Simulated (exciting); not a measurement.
Here is an exciting (release sodium) calculation.

Contents of input.xml:

```xml
<input>
  <title>RbCl</title>
  <structure speciespath="./" tshift="false">
    <crystal scale="1">
      <basevect>0.000000000000 6.347735088531 6.347735088531</basevect>
      <basevect>6.347735088531 0.000000000000 6.347735088531</basevect>
      <basevect>6.347735088531 6.347735088531 0.000000000000</basevect>
    </crystal>
    <species speciesfile="Rb.xml" rmt="2.3">
      <atom coord="0.000000000000 0.000000000000 0.000000000000"/>
    </species>
    <species speciesfile="Cl.xml" rmt="1.9">
      <atom coord="0.500000000000 0.500000000000 0.500000000000"/>
    </species>
  </structure>
  <groundstate do="fromscratch" ngridk="5 5 5" rgkmax="7.5" gmaxvr="14" lmaxapw="10" lmaxmat="10" lmaxvr="8" xctype="LDA_PW" stype="Fermi Dirac" swidth="0.00183747" nempty="46" ValenceRelativity="iora*" epsengy="1e-05" epspot="1e-05" maxscl="60" outputlevel="high">
    <spin spinorb="true"/>
  </groundstate>
  <properties>
    <bandstructure>
      <plot1d>
        <path steps="80">
          <point coord="0 0 0" label="G"/>
          <point coord="0.5 0 0.5" label="X"/>
          <point coord="0.5 0.25 0.75" label="W"/>
          <point coord="0.375 0.375 0.75" label="K"/>
          <point coord="0 0 0" label="G"/>
          <point coord="0.5 0.5 0.5" label="L"/>
          <point coord="0.625 0.25 0.625" label="U"/>
          <point coord="0.5 0.25 0.75" label="W"/>
          <point coord="0.5 0.5 0.5" label="L"/>
          <point coord="0.375 0.375 0.75" label="K" breakafter="true"/>
          <point coord="0.625 0.25 0.625" label="U"/>
          <point coord="0.5 0 0.5" label="X"/>
        </path>
      </plot1d>
    </bandstructure>
    <dos nwdos="300" winddos="-0.6 0.5" inttype="tetra" ngrdos="100" nsmdos="0"/>
  </properties>
</input>
```

Potentials or basis: all-electron LAPW+lo, shipped species files, valence relativity iora*.

Run with:

```sh
$ OMP_NUM_THREADS=1 exciting_smp
```

(1) Predict the band gap along the path.

(2) Estimate the band gap on the k mesh.

## Answers

(1) 4.33 eV, direct.

(2) 4.33 eV, direct.

Caveat: total energies with spin-orbit coupling aren't reliable in this program, so none is listed and the log's shouldn't be used.
